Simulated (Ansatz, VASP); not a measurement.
Given: the input of a run of VASP 6.6.1 on BP2.

File INCAR:

```
PREC     = Accurate       # precision mode
ENCUT    = 520            # plane-wave cutoff, eV
EDIFF    = 1E-6           # SCF threshold, eV
ISMEAR   = -1             # smearing method
SIGMA    = 0.05           # smearing width, eV
LREAL    = False          # projectors in reciprocal space
LASPH    = True           # aspherical terms in the spheres
NELM     = 100            # most SCF steps
ALGO     = Normal         # electronic algorithm
ISIF     = 2              # what is computed and relaxed
LWAVE    = False          # write WAVECAR
LCHARG   = False          # write CHGCAR
GGA      = PE             # functional
NBANDS   = 14             # bands
```

The input KPOINTS:

```
Automatic mesh
0
Gamma
  10 10 1
```

Contents of POSCAR:

```
BP2
1.0
    2.9756400000      0.0000000000      0.0000000000
   -1.4878200000      2.5769800000      0.0000000000
    0.0000000000      0.0000000000     29.0535300000
B P
1 2
Direct
    0.0000000000      0.0000000000      0.2757200000
    0.6666700000      0.3333300000      0.3162800000
    0.3333300000      0.6666700000      0.2351600000
```

Potentials or basis: VASP PAW PBE potentials, release 64 (B, P).

The run is started by

```console
$ cat potpaw_PBE.64/B/POTCAR potpaw_PBE.64/P/POTCAR > POTCAR
$ mpirun -np 1 vasp_std > vasp.out
```

**Question.** Set up the same calculation for Ansatz 0.2.0. Potentials there: all-electron LAPW, scalar-relativistic.

**Answer.** As run (the cutoff follows the program's own potentials):

input.yaml

```yaml
crystal:
  lattice:
    - [2.97564, 0.0, 0.0]
    - [-1.48782, 2.57698, 0.0]
    - [0.0, 0.0, 29.05353]
  atoms:
    - { symbol: B, position: [0.0, 0.0, 0.27572] }
    - { symbol: P, position: [0.66667, 0.33333, 0.31628] }
    - { symbol: P, position: [0.33333, 0.66667, 0.23516] }
kpoints:
  mp_grid: { grid: [10, 10, 1] }
scf:
  occupations: { method: fermi_dirac, width: 0.05 }
hamiltonian:
  xc: pbe
  pseudopotentials: { kind: all_electron, lapw: { basis_error: 0.001 } }
output:
  forces: true
  stress: true
  eigenvalues: true
  populations: true
```

Potentials or basis: all-electron LAPW, scalar-relativistic.

Run with:

```console
$ ansatz run input.yaml --threads 4 --pin off --max-ram 14336MiB --backend cpu --events-out ev --progress --plain --runs-dir out
```

Both were run:

|  | VASP | Ansatz | Ansatz less VASP |
| --- | --- | --- | --- |
| gap on the k mesh at the Fermi level (eV) | none | none | - |
| rms of the force components (eV/Å) | 0.056 | 0.067 | +0.0110 |

Atom by atom the forces differ by 0.011 eV/Å (rms over components). A gap of «none» marks a metal or a gap that the smearing closes. Ansatz ran all-electron here, so the differences hold the error of VASP's frozen core and of both bases.
